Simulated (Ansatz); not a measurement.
# TiTe2 monolayer (1T) under uniaxial strain along a, the zigzag direction, with the width clamped

Aim: how do the optical modes of TiTe2 monolayer (1T) shift and split under this strain?

Program: Ansatz 0.2.0. Level of theory: DFT PBE, scalar-relativistic, plane waves, PAW; PAW set soft_1. Results are calculated unless marked as measured.

**1. The structure**

The cell holds 3 atoms: 1 Ti and 2 Te. Its edges and angles: a = 3.730 Å, b = 3.730 Å, c = 30.424 Å, α = 90.0°, β = 90.0°, γ = 120.0°. Vacuum lies along c. The height across the vacuum is the one that the program set for its solve, not the one typed.

**2. A rough relaxation first**

A rough relaxation comes first, because large forces or stress need no tight tolerances yet. The program lengthens the typed cell of 20.0 Å along the normal to 30.4 Å, as its cut-off of the electrostatics needs, and moves no atom.

Contents of input.yaml:

```yaml
crystal:
  lattice:
    - [3.73, 0.0, 0.0]
    - [-1.865, 3.23027, 0.0]
    - [0.0, 0.0, 20.0]
  atoms:
    - { symbol: Ti, position: [0.0, 0.0, 0.5] }
    - { symbol: Te, position: [0.333333, 0.666667, 0.5828] }
    - { symbol: Te, position: [0.666667, 0.333333, 0.4172] }
  periodic: [true, true, false]
kpoints:
  mp_grid: { grid: [6, 6, 1] }
hamiltonian:
  xc: pbe
  pseudopotentials: { kind: paw, azcp: { folder: soft_1 } }
scf:
  occupations: { method: gaussian, width: 0.1 }
output:
  forces: true
  stress: true
  eigenvalues: true
relax:
  adjacent_minimum: "off"
  f_tol: 0.05
  max_steps: 80
  cell: { stress_2d_tol: 0.02 }
```

The run is started by

```console
$ ansatz run input.yaml --threads 8 --pin off --max-ram 16384MiB --backend cpu --events-out ev --progress --plain --runs-dir out
```

Numbers of over 12 decimals in the logs are rounded to 6 here.

Log:

```text
[...]
F+E_penalty+E_count = -16461.83639175 eV   max|allowed force component| = 1.837e-5 eV/Å   (the final SCF, on the basis selected at the relaxed cell)
  cell:  # Å, volume = 376.6749 Å³
    - [3.781028, 0, 0]
    - [-1.890514, 3.274466, 0]
    - [0, 0, 30.424]
  atoms:
    - { symbol: Ti, position: [0, 0, 0.328688] }
    - { symbol: Te, position: [0.333333, 0.666667, 0.385354] }
    - { symbol: Te, position: [0.666667, 0.333333, 0.272021] }
[key lines of the parts left out:]
SCF converged after 7 iterations
Free energy (F): -16461.836392 eV
Fermi energy:    -4.963018 eV
P = ½ c Tr σ = -0.0025 N/m
```

Elapsed: 3.7 s, on 8 threads of AMD EPYC 9B45 (Zen 5), shared host; peak memory 0.84 GiB.

The steps of the relaxation:

| step | energy less that of the first step (eV) | largest force component (eV/Å) | volume (Å³) |
| --- | --- | --- | --- |
| 1 | 0.0000 | 0.8236 | 366.58 |
| 2 | 0.0149 | 0.7990 | 371.41 |
| 3 | -0.0789 | 0.0952 | 372.84 |
| 4 | -0.0808 | 0.0175 | 374.88 |
| 5 | -0.0810 | 0.0071 | 376.61 |
| 6 | -0.0810 | 0.0001 | 376.67 |
| 7* | -0.0814 | 0.0000 | 376.67 |

Relaxation steps marked * repeat the geometry before them on a plane-wave basis chosen anew for their cell, so energy and pressure can jump there. Relaxation step 2 was tried and not accepted.

Forces are held to the 12 operations that the run works with; a distortion that breaks them can't arise in this run.

| cell as run | before | after | change |
| --- | --- | --- | --- |
| a (Å) | 3.730 | 3.781 | +1.4 % |
| b (Å) | 3.730 | 3.781 | +1.4 % |

The atoms that moved most (Å, along periodic axes as changes of fractional coordinates times the final cell, across vacuum about the mean position):

| atom | dx | dy | dz | length |
| --- | --- | --- | --- | --- |
| Te3 | 0.000 | 0.000 | -0.068 | 0.068 |
| Te2 | 0.000 | 0.000 | 0.068 | 0.068 |

The relaxed structure:

```cif
data_structure
_symmetry_space_group_name_H-M 'P 1'
_symmetry_Int_Tables_number 1
_cell_length_a 3.7810
_cell_length_b 3.7810
_cell_length_c 30.4240
_cell_angle_alpha 90.000
_cell_angle_beta 90.000
_cell_angle_gamma 120.000
_cell_volume 376.67
loop_
_atom_site_label
_atom_site_type_symbol
_atom_site_fract_x
_atom_site_fract_y
_atom_site_fract_z
_atom_site_occupancy
Ti1 Ti 0.00000 0.00000 0.32869 1
Te2 Te 0.33333 0.66667 0.38535 1
Te3 Te 0.66667 0.33333 0.27202 1
```

This step gave:

| Property | Result |
| --- | --- |
| gap on the k-mesh | 0 eV |
| area per atom | 4.127 Å² |

The relaxation ends with a largest force component of 1.8e-5 eV/Å.

**3. Bringing the structure to rest**

Harmonic phonons are second derivatives at a point where the forces vanish, and they are wanted at zero stress, so atoms and cell are relaxed first.

Contents of input.yaml:

```yaml
crystal:
  lattice:
    - [3.781027672, 0.0, 0.0]
    - [-1.890513836, 3.2744660164, 0.0]
    - [0.0, 0.0, 30.424]
  atoms:
    - { symbol: Ti, position: [0.0, 0.0, 0.328687878] }
    - { symbol: Te, position: [0.3333333333, 0.6666666667, 0.3853542884] }
    - { symbol: Te, position: [0.6666666667, 0.3333333333, 0.2720214676] }
  periodic: [true, true, false]
kpoints:
  mp_grid: { grid: [12, 12, 1] }
hamiltonian:
  xc: pbe
  pseudopotentials: { kind: paw, azcp: { folder: soft_1 } }
scf:
  occupations: { method: gaussian, width: 0.1 }
output:
  forces: true
  stress: true
  eigenvalues: true
  write_density: true
  write_potential: true
  elf: true
  volumetric_format: npy
relax:
  adjacent_minimum: "off"
  f_tol: 0.005
  max_steps: 80
  cell: { stress_2d_tol: 0.02 }
```

Log:

```text
[...]
Crystal: 3 atoms, lattice volume = 376.675 Å³
Basis set: ecut = 420 eV, 7361 PW (Γ), exchange–correlation on 54×54×432 points (8 copies of the dense FFT grid, shifted against one another)
Bands: 27, of which v1, the nominal top of the filled ones, is band 22 counted from 1 (21 counted from 0)
Symmetry: 12 space group operations
[...]
k-points: 19 of 144
[...]
SCF iter   9: F=-16461.851997 eV  HF=-16461.851997 eV  |F-HF|=8.61e-9  |Δ(HF+E_count)|=   1.52e-7  Δρ=8.39e-7  dr2=8.79e-9  ethr=2.27e-10  ⟨swp⟩=20.8  Hψ=4974  notcnv=0
SCF 1 converged in 9 iterations: F = -16461.851997 eV  dr2 = 8.79e-9
[...]
relax step   1: F+E_penalty+E_count = -16461.85199705 eV  Δ(F+E_penalty+E_count) = +0.000e0 eV  max|allowed force component| = 5.284e-2 eV/Å  Δτ_max = 0.0000 Å  P = -0.280 N/m  Ω = 376.675 Å³  fix = [c, alpha, beta]  reactions: c -0.000 N/m  (9 SCF iters, dr2 threshold 1.00e-7 eV, accepted)
Crystal: 3 atoms, lattice volume = 372.598 Å³
Basis set: ecut = 420 eV, 7337 PW (Γ), exchange–correlation on 54×54×432 points (8 copies of the dense FFT grid, shifted against one another)
[...]
SCF iter   6: F=-16461.853408 eV  HF=-16461.853408 eV  |F-HF|=6.82e-8  |Δ(HF+E_count)|=   1.52e-7  Δρ=1.84e-6  dr2=3.16e-8  ethr=3.97e-10  ⟨swp⟩=17.1  Hψ=5678  notcnv=0
SCF 2 converged in 6 iterations: F = -16461.853408 eV  dr2 = 3.16e-8
relax step   2: F+E_penalty+E_count = -16461.85340828 eV  Δ(F+E_penalty+E_count) = -1.411e-3 eV  max|allowed force component| = 9.831e-2 eV/Å  Δτ_max = 0.0272 Å  P = -0.313 N/m  Ω = 372.598 Å³  energy of the carried Pulay correction = +1.697e-4 eV  fix = [c, alpha, beta]  reactions: c -0.000 N/m  (6 SCF iters, dr2 threshold 1.75e-7 eV, accepted)
Crystal: 3 atoms, lattice volume = 372.505 Å³
[...]
SCF iter   6: F=-16461.854540 eV  HF=-16461.854540 eV  |F-HF|=1.13e-8  |Δ(HF+E_count)|=   4.20e-8  Δρ=1.26e-6  dr2=3.12e-8  ethr=6.82e-10  ⟨swp⟩=18.5  Hψ=5027  notcnv=0
SCF 3 converged in 6 iterations: F = -16461.854540 eV  dr2 = 3.12e-8
relax step   3: F+E_penalty+E_count = -16461.85454023 eV  Δ(F+E_penalty+E_count) = -1.132e-3 eV  max|allowed force component| = 2.134e-2 eV/Å  Δτ_max = 0.0091 Å  P = -0.139 N/m  Ω = 372.505 Å³  energy of the carried Pulay correction = +1.736e-4 eV  fix = [c, alpha, beta]  reactions: c -0.000 N/m  (6 SCF iters, dr2 threshold 3.00e-7 eV, accepted)
[...]
relax step   4: F+E_penalty+E_count = -16461.85474416 eV  Δ(F+E_penalty+E_count) = -2.039e-4 eV  max|allowed force component| = 5.185e-4 eV/Å  Δτ_max = 0.0005 Å  P = -0.022 N/m  Ω = 371.575 Å³  energy of the carried Pulay correction = +2.128e-4 eV  fix = [c, alpha, beta]  reactions: c -0.000 N/m  (6 SCF iters, dr2 threshold 2.85e-8 eV, accepted)
[...]
relax step   5: F+E_penalty+E_count = -16461.85476418 eV  Δ(F+E_penalty+E_count) = -2.002e-5 eV  max|allowed force component| = 4.403e-4 eV/Å  Δτ_max = 0.0007 Å  P = +0.000 N/m  Ω = 371.276 Å³  energy of the carried Pulay correction = +2.254e-4 eV  fix = [c, alpha, beta]  reactions: c +0.000 N/m  (5 SCF iters, dr2 threshold 6.79e-10 eV, accepted)
[...]
SCF iter   7: F=-16461.854532 eV  HF=-16461.854532 eV  |F-HF|=2.91e-11  |Δ(HF+E_count)|=  2.55e-11  Δρ=9.56e-9  dr2=5.85e-13  ethr=1.00e-12  ⟨swp⟩=13.8  Hψ=3715  notcnv=0
SCF 6 converged in 7 iterations: F = -16461.854532 eV  dr2 = 5.85e-13
relax step   6: F+E_penalty+E_count = -16461.85453189 eV  Δ(F+E_penalty+E_count) = +2.323e-4 eV  max|allowed force component| = 4.909e-4 eV/Å  Δτ_max = 0.0000 Å  P = +0.001 N/m  Ω = 371.276 Å³  fix = [c, alpha, beta]  reactions: c +0.000 N/m  stress off target by 1.04e-3 N/m on what of the cell is left free  SCF on the basis re-selected at this cell (its energy is not comparable with the rows above)  (7 SCF iters)
basis re-selected at this cell: Δ(F+E_penalty+E_count) = +2.323e-4 eV, ΔP = +0.001 N/m vs the last step (what re-selecting the basis moved, of the pressure what is left beyond the Pulay correction that the steps carried, after the strain that the cell walked since its last selection, with what the two solves' SCF thresholds leave and, on support functions, any second-order correction that the steps lacked; it is no m [...]
SCF converged after 7 iterations
Free energy (F): -16461.854532 eV
[...]
Internal energy: -16461.847964 eV  (E = F + TS)
E sigma→0 (E₀):  -16461.851248 eV
Entropy (-TS):   -0.006568 eV (-2.189 meV/atom)
Fermi energy:    -4.859837 eV
[...]
--- Forces (eV/Å), atoms counted from 1 ---
  atom   1  Ti     0.00000000     0.00000000     0.00000000
  atom   2  Te    -0.00000000     0.00000000     0.00049091
  atom   3  Te    -0.00000000    -0.00000000    -0.00049091
  max |Σ_I F_I| component: 9.25e-18 eV/Å
--- 2D stress c σ (N/m, compression-positive) ---
        0.001041       0.000000      -0.000000
       -0.000000       0.001041      -0.000000
       -0.000000      -0.000000       0.000000
  P = ½ c Tr σ = 0.0010 N/m
--- Band table (eV; the first three rows and the last of 19) ---
  k-point 0: bands = [... 18 lower, -6.3057, -6.2729, -4.4154, -4.4154, -4.3400, -3.6982, -3.6982, -1.4840, ... 1 higher]
  k-point 1: bands = [... 18 lower, -6.2954, -5.9310, -4.8838, -4.6415, -4.3898, -3.6839, -3.5468, -1.9357, ... 1 higher]
  k-point 2: bands = [... 18 lower, -6.2832, -6.0320, -5.7274, -5.0125, -4.4854, -3.6124, -3.3991, -2.5340, ... 1 higher]
  k-point 18: bands = [... 18 lower, -8.4507, -7.5412, -6.7788, -6.7788, -3.7766, -3.6323, -3.6323, -2.4209, ... 1 higher]
--- Relaxed structure (5 steps of the walk, 5 accepted, 1 SCFs on fresh bases) ---
[...]
cell:  # Å, volume = 371.2760 Å³
    - [3.753833, 0, 0]
    - [-1.876917, 3.250915, 0]
    - [0, 0, 30.424]
  atoms:
    - { symbol: Ti, position: [0, 0, 0.328687878] }
    - { symbol: Te, position: [0.333333, 0.666667, 0.385957] }
    - { symbol: Te, position: [0.666667, 0.333333, 0.271419] }
```

Elapsed: 5.8 s, on 8 threads; peak memory 1.1 GiB.

The steps of the relaxation:

| step | energy less that of the first step (eV) | largest force component (eV/Å) | volume (Å³) |
| --- | --- | --- | --- |
| 1 | 0.0000 | 0.0528 | 376.67 |
| 2 | -0.0014 | 0.0983 | 372.60 |
| 3 | -0.0025 | 0.0213 | 372.50 |
| 4 | -0.0027 | 0.0005 | 371.57 |
| 5 | -0.0028 | 0.0004 | 371.28 |
| 6* | -0.0025 | 0.0005 | 371.28 |

Relaxation steps marked * repeat the geometry before them on a plane-wave basis chosen anew for their cell, so energy and pressure can jump there.

The run keeps the 12 symmetry operations that it works with, so distortions that break them were not tested.

| cell as run | before | after | change |
| --- | --- | --- | --- |
| a (Å) | 3.781 | 3.754 | -0.7 % |
| b (Å) | 3.781 | 3.754 | -0.7 % |

The atoms that moved most (Å, along periodic axes as changes of fractional coordinates times the final cell, across vacuum about the mean position):

| atom | dx | dy | dz | length |
| --- | --- | --- | --- | --- |
| Te2 | 0.000 | 0.000 | 0.018 | 0.018 |
| Te3 | 0.000 | 0.000 | -0.018 | 0.018 |

The relaxed structure:

```xyz
3
Lattice="3.7538 0.0000 0.0000 -1.8769 3.2509 0.0000 0.0000 0.0000 30.4240" Properties=species:S:1:pos:R:3
Ti    0.0000    0.0000   10.0000
Te    0.0000    2.1673   11.7423
Te    1.8769    1.0836    8.2577
```

This step gave:

| Property | Result |
| --- | --- |
| area per atom | 4.068 Å² |

ELF in the ac plane at fractional y = 0.333, with atoms of Te within 0.2 Å of it. It is the smooth field of the valence electrons, not physical close to the nuclei.

Ten even steps from '0' (0.00) to '9' (0.74), each cell a mean:
```
00000000000000
00000000000000
00000000000000
00000000000000
00000000000000
00000000000000
00000000000000
00000000000000
00000000000000
00000000000000
00000000000000
00000000000000
00000000000000
56765420000013
88888752100147
55555432111234
42113566656666
75247864211357
41013699999998
00000023344321
00000000000000
00000000000000
00000000000000
00000000000000
```
Columns run along a (3.8 Å), rows up along c (30.4 Å). Atoms in or near the plane, at fractional coordinates: Te at (0.67, 0.27).

Valence density in the ac plane at fractional y = 0.333, with atoms of Te within 0.2 Å of it. It is the smooth field of the valence electrons, not physical close to the nuclei.

Values in e/Å³, 24 rows by 14 columns, each cell a mean:
```
 0  0  0  0  0  0  0  0  0  0  0  0  0  0
 0  0  0  0  0  0  0  0  0  0  0  0  0  0
 0  0  0  0  0  0  0  0  0  0  0  0  0  0
 0  0  0  0  0  0  0  0  0  0  0  0  0  0
 0  0  0  0  0  0  0  0  0  0  0  0  0  0
 0  0  0  0  0  0  0  0  0  0  0  0  0  0
 0  0  0  0  0  0  0  0  0  0  0  0  0  0
 0  0  0  0  0  0  0  0  0  0  0  0  0  0
 0  0  0  0  0  0  0  0  0  0  0  0  0  0
 0  0  0  0  0  0  0  0  0  0  0  0  0  0
 0  0  0  0  0  0  0  0  0  0  0  0  0  0
 0  0  0  0  0  0  0  0  0  0  0  0  0  0
 0  0  0  0  0  0  0  0  0  0  0  0  0  0
 0  0  0  0  0  0  0  0  0  0  0  0  0  0
 0  0  0  0  0  0  0  0  0  0  0  0  0  0
 0  0  0  0  0  0  0  0  0  0  0  0  0  0
 0  0  0  0  0  0  0  0  1  1  1  1  0  0
 0  0  0  0  0  0  1  3  7 11  9  4  1  1
 0  0  0  0  0  0  0  0  0  0  0  0  0  0
 0  0  0  0  0  0  0  0  0  0  0  0  0  0
 0  0  0  0  0  0  0  0  0  0  0  0  0  0
 0  0  0  0  0  0  0  0  0  0  0  0  0  0
 0  0  0  0  0  0  0  0  0  0  0  0  0  0
 0  0  0  0  0  0  0  0  0  0  0  0  0  0
```
Columns run along a (3.8 Å), rows up along c (30.4 Å). Atoms in or near the plane, at fractional coordinates: Te at (0.67, 0.27).

Electrostatic potential energy in the ac plane at fractional y = 0.333, with atoms of Te within 0.2 Å of it. With pseudopotentials it is smooth inside the atoms' cores, unlike the true potential.

Ten even steps from '_' (-13 eV) to '@' (0 eV), each cell a mean:
```
@@@@@@@@@@@@@@@@@@@@@@@@@@@@
@@@@@@@@@@@@@@@@@@@@@@@@@@@@
@@@@@@@@@@@@@@@@@@@@@@@@@@@@
@@@@@@@@@@@@@@@@@@@@@@@@@@@@
@@@@@@@@@@@@@@@@@@@@@@@@@@@@
@@@@@@@@@@@@@@@@@@@@@@@@@@@@
@@@@@@@@@@@@@@@@@@@@@@@@@@@@
@@@@@@@@@@@@@@@@@@@@@@@@@@@@
@@@@@@@@@@@@@@@@@@@@@@@@@@@@
@@@@@@@@@@@@@@@@@@@@@@@@@@@@
@@@@@@@@@@@@@@@@@@@@@@@@@@@@
@@@@@@@@@@@@@@@@@@@@@@@@@@@@
@@@@@@@@@@@@@@@@@@@@@@@@@@@@
@@%%%%%%@@@@@@@@@@@@@@@@@@@@
==::....--++##%%@@@@@@%%%%**
==--::--==**##%%%%@@%%%%##**
++======++++==----------====
++##%%%%**::____--**++______
@@@@@@@@@@%%##**++++++****%%
@@@@@@@@@@@@@@@@@@@@@@@@@@@@
@@@@@@@@@@@@@@@@@@@@@@@@@@@@
@@@@@@@@@@@@@@@@@@@@@@@@@@@@
@@@@@@@@@@@@@@@@@@@@@@@@@@@@
@@@@@@@@@@@@@@@@@@@@@@@@@@@@
```
Columns run along a (3.8 Å; values clipped at the 3rd and 97th percentile), rows up along c (30.4 Å). Atoms in or near the plane, at fractional coordinates: Te at (0.67, 0.27).

(Continued in part 2 of 3.)

[Logs are printed without paths, hosts, clocks, repeated set-up lines and the standing remarks that a program may print on its own settings, such as how far it seeks lower states.]

[Hosts, paths, dates, database ids (printed as entryN), source tags and the programs' standing remarks are cut or masked in the printed files.]
